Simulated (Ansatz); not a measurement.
TiAl (P4/mmm), a sublattice moved along a line

Computed with Ansatz 0.2.0, DFT PBE, scalar-relativistic, plane waves, PAW. Settings: plane waves to 420 eV, k-mesh 16×16×12 (Γ-centred), Gaussian smearing 0.15 eV. No spin polarisation. Energies are free energies at this smearing, counted from the undisturbed cell; pressure is positive in compression.

Zero of the scan (as given, not relaxed at this level; it stands at -0.7 GPa, and it needn't be the usual structure):

```xyz
2
Lattice="2.8373 0.0000 0.0000 0.0000 2.8373 0.0000 0.0000 0.0000 4.0591" Properties=species:S:1:pos:R:3 pbc="T T T"
Ti    0.0000    0.0000    0.0000
Al    1.4186    1.4186    2.0295
```

Every Ti atom is moved by x along the Cartesian unit vector (-0.707, -0.707, 0.000); the cell and all other atoms stay fixed. The cell is metallic on the mesh throughout.

```
  x (Å)  ΔE (meV/cell) force along x on the moved atoms (eV/Å) pressure (GPa)
-0.2000           87.7                                     0.88             0.3
-0.1000           21.8                                     0.44            -0.5
 0.0000            0.0                                     0.00            -0.7
 0.0250            1.4                                    -0.11            -0.7
 0.0500            5.4                                    -0.22            -0.6
 0.0750           12.3                                    -0.33            -0.6
 0.1250           34.1                                    -0.55            -0.3
 0.1500           49.2                                    -0.66            -0.1
 0.1750           67.0                                    -0.77             0.1
```

By symmetry 0.2000 repeats -0.2000, -0.1500 repeats 0.1500, 0.1000 repeats -0.1000, -0.0500 repeats 0.0500 in energy, with the opposite slope along the path.